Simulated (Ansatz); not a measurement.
## ZnS: a jump of H

Computed with DFT PBE, scalar-relativistic, plane waves, PAW (Ansatz). (420 eV cutoff, 2×2×2 k-mesh, Gaussian smearing of 0.02 eV, no spin polarisation)

In a supercell of 18 host sites with charge -1, interstitial H hops to an equivalent place, moving 3.85 Å between the relaxed ends. Climbing-image nudged elastic band at fixed cell with images 0 (start) to 6 (end), the path measured over all atoms, converged to 0.05 eV/Å; the order of the saddle wasn't checked, and the small cell leaves errors of about a tenth of an eV. Zero-point motion and tunnelling, which matter for H, are left out.

Start:

```
CELL_PARAMETERS angstrom
0.00000 -6.66182 0.00000
5.76931 -3.33091 0.00000
0.00000 -2.22061 9.44929
ATOMIC_POSITIONS crystal
Zn 0.60727 0.72449 0.99977
Zn 0.33177 0.27497 0.00002
Zn 0.05328 0.00003 0.99879
Zn 0.44207 0.66087 0.66838
Zn 0.10291 0.33925 0.66821
Zn 0.78117 0.00004 0.66753
Zn 0.22219 0.67026 0.32891
Zn 0.89239 0.32976 0.32894
Zn 0.54959 0.99997 0.33670
S 0.58542 0.66499 0.25046
S 0.25037 0.33499 0.25058
S 0.90965 0.00000 0.25014
S 0.13928 0.66691 0.57701
S 0.80606 0.33320 0.57702
S 0.46832 0.00000 0.58806
S 0.36119 0.63115 0.91070
S 0.99243 0.36883 0.91054
S 0.72977 0.99992 0.90976
H 0.31124 0.00009 0.05650
```

Atom 19 jumps to (3.847, -2.199, 0.534) Å.

**Question.** Give the energy along the band and the structure at its top.

**Answer.**
```csv
image,path (Å),E − E(0) (eV),H x (Å),H y (Å),H z (Å),force on H (eV/Å)
0,0.00,0.000,0.001,-2.199,0.534,0.00
1,0.80,0.240,0.442,-2.001,0.810,0.45
2,1.60,0.650,1.017,-1.887,1.029,0.18
3,2.40,0.692,1.739,-1.753,1.065,0.02
4,3.34,0.681,2.617,-1.841,1.067,0.07
5,4.27,0.329,3.304,-1.978,0.838,0.49
6,5.20,0.000,3.847,-2.199,0.534,0.00
```

Barrier 0.69 eV. Image 3:
```
CELL_PARAMETERS angstrom
0.00000 -6.66182 0.00000
5.76931 -3.33091 0.00000
0.00000 -2.22061 9.44929
ATOMIC_POSITIONS crystal
Zn 0.65866 0.66287 0.98932
Zn 0.29876 0.32985 0.01831
Zn 0.98662 0.01031 0.99147
Zn 0.44478 0.65508 0.67111
Zn 0.09779 0.33754 0.63593
Zn 0.76458 0.01723 0.66910
Zn 0.25311 0.68147 0.34140
Zn 0.94137 0.33181 0.29189
Zn 0.59499 0.98758 0.34188
S 0.60570 0.67896 0.24001
S 0.30425 0.33668 0.28133
S 0.94668 0.98512 0.24323
S 0.12687 0.68227 0.58786
S 0.79244 0.33664 0.55716
S 0.47070 0.99071 0.58869
S 0.34062 0.65920 0.92019
S 0.99879 0.33762 0.87832
S 0.66813 0.01063 0.91809
H 0.07484 0.30149 0.11274
```

Cost: 1 run of about 7.4 core-minutes, on Intel Xeon 6975P-C (Granite Rapids) (shared hosts).